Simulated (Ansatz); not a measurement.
The elements of this relaxed trial crystal are hidden behind letters.

```
lattice vectors (Å)
  10.8879    0.0000    0.0000
   0.0000    3.1733    0.0000
   0.0000    0.0000    5.0714
fractional positions
X 0.0457 0.2500 0.3112
X 0.4543 0.7500 0.8112
X 0.2078 0.2500 0.8237
X 0.2922 0.7500 0.3237
X 0.5457 0.2500 0.1888
X 0.9543 0.7500 0.6888
X 0.7078 0.2500 0.6763
X 0.7922 0.7500 0.1763
Z 0.0446 0.2500 0.7088
Z 0.4554 0.7500 0.2088
Z 0.2107 0.2500 0.2011
Z 0.2893 0.7500 0.7011
Z 0.5446 0.2500 0.7912
Z 0.9554 0.7500 0.2912
Z 0.7107 0.2500 0.2989
Z 0.7893 0.7500 0.7989
```

The calculation used DFT PBE, scalar-relativistic, plane waves, PAW (Ansatz). Settings of the last relaxation (16-atom cell): 420 eV, 2×8×6 k points, Gaussian smearing of 0.02 eV, no spin polarisation.

* Space group: Pnma (No. 62)
* Conventional cell: a = 10.888 Å, b = 3.173 Å, c = 5.071 Å
* Volume per atom: 10.95 Å³
* Density: 3.11 g/cm³
* Energy over the elements: −1.295 eV/atom
* Gap on the 2×8×6 mesh of the 16-atom cell: 3.59 eV

Energies are uncorrected and count from the elements' standard states at the same level.

Task: X is a p-block element of period 3 and Z is a p-block element of period 2. Which elements are they?

Result: X = Al, Z = N, so the formula is AlN. Density times volume gives a mean mass of 3.11 × 10.95/1.6605 = 20.5 u per atom, and this set has 20.5 u. Among the elements that the hints allow, noble gases aside, only these give it. Al on its first site has 3 N at 1.87–1.88 Å and 1 N at 2.02 Å; Al on its second site has 4 N at 1.87–1.92 Å; N on its first site is surrounded by 3 Al at 1.87 Å and 1 Al at 2.02 Å; 1 more site not described.

Kohn–Sham gaps at this level usually fall short of measured ones. A structure relaxed within its symmetry needn't be a true minimum.
